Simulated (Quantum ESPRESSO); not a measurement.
**Ti under changes of volume**

One of the cells (17.020 Å³/atom); the others are scaled copies at fixed shape and fractional positions:

```xyz
3
Lattice="4.5674 0.0000 0.0000 -2.2837 3.9555 0.0000 0.0000 0.0000 2.8262" Properties=species:S:1:pos:R:3 pbc="T T T"
Ti    2.2837    1.3185    1.4131
Ti    0.0000    2.6370    1.4131
Ti    0.0000    0.0000    0.0000
```

This isn't the form of Ti at room conditions, which is hcp.

* Program: Quantum ESPRESSO 7.5
* Functional: PBE
* Potentials or basis: PseudoDojo 0.4 SR PBE stringent
* Cutoff: 1143 eV
* Density cutoff: 4572 eV
* k mesh: 7 × 7 × 9
* Occupations: fermi-dirac, width 0.05 eV
* Spin: no spin polarisation

| volume (Å³/atom) | energy over the lowest point (meV/atom) | pressure (GPa) |
| --- | --- | --- |
| 15.999 | ? | ? |
| 16.339 | 14.39 | 6.0 |
| 16.679 | 4.49 | 3.3 |
| 17.020 | 0.00 | 0.9 |
| 17.360 | 0.43 | -1.3 |
| 17.701 | 5.36 | -3.3 |
| 18.041 | 14.39 | -5.1 |

Problem. What does the run at 15.999 Å³/atom give?

Solution. Energy over the lowest point 30.19 meV/atom; pressure 8.9 GPa.

Worked out: A Birch-Murnaghan fit of order 3 (a polynomial in V^(-2/3)) to the other rows has its minimum at 17.16 Å³/atom with B0 = V·E''(V) = 113 GPa and B' = 3.6 at fixed shape and positions, which overstates the stiffness. It gives 30.20 meV/atom at 15.999 Å³/atom, against the run's 30.19, and -dE/dV = 8.9 GPa, against 8.9.

Energies are extrapolated to zero smearing.
